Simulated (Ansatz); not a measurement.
## Pd: the change of pressure with volume per atom

All results are calculated (Ansatz 0.2.0). Periodic Kohn-Sham DFT of a crystal at fixed atoms; pressure and stress are positive in compression; the energy is the free energy less that of spherical unpolarised free atoms; site moments are those in the method's own spheres, positive along +z.

Cell of the first row (space group Fm-3m, No. 225):
```
Pd
1.0
      0.0000     1.9052     1.9052
      1.9052     0.0000     1.9052
      1.9052     1.9052     0.0000
Pd
1
Direct
  0.00000 0.00000 0.00000
```

Settings of every row: method frozen-core PAW; functional PBEsol; relativity scalar; k mesh 18x18x18; filling fermi-dirac; smearing width 0.05 eV; wave cutoff 420 eV; paw set soft_2.

Atom start moment: 0 on all atoms.

Limits: PAW files made with PBE.

| row | volume per atom (Å³) | pressure (GPa) |
| --- | --- | --- |
| 1 | 13.831 | 11.896 |
| 2 | 14.125 | 6.573 |
| 3 | 14.419 | ? |
| 4 | 14.567 | -0.226 |
| 5 | 14.714 | -2.212 |
| 6 | 14.861 | -4.073 |
| 7 | 15.008 | -5.815 |
| 8 | 15.302 | -8.972 |
| 9 | 15.597 | -11.733 |

Question: what pressure should row 3 give?

Worked fit of pressure. Take u = (V_r/V)^(2/3) − 1 with V_r = 14.788 Å³ an atom, which is twice the finite (Eulerian) strain; such expansions in the strain, on which the Birch-Murnaghan equation of state is built, carry the rest volume and the bulk modulus. The shown rows have u = 0.04561, 0.03105, 0.01009, 0.00335, -0.00328, -0.0098, -0.02252, -0.03489. Least squares give pressure = −3.1651 + 280.439 × u + 1037.86 × u² + 1153 × u³ GPa; a parabola predicts inner rows, each left out in turn, worse (root mean square 0.019 against 0.0059 GPa). The rows lie off it by 0.002, -0.005, 0.003, 0.002, 0.001, 0.000, -0.005, 0.002 (root mean square 0.003 GPa), a smooth pattern that one more power would take up: the form is only approximate. The pressure vanishes at u = 0.0108, or V = 14.55 Å³ an atom, and there the bulk modulus at fixed shape and fractions is B = −V dP/dV = (2/3)(1 + u) dP/du = 204 GPa. The withheld row has u = 0.01699, so the fit gives −3.1651 + 280.439 × (0.01699) + 1037.86 × (0.01699)² + 1153 × (0.01699)³ = 1.905 GPa.

The calculation gave 1.895 GPa. The fit lies 0.010 GPa (0.042 % of the column's range) above it; its largest miss of a shown row is 0.005 GPa.
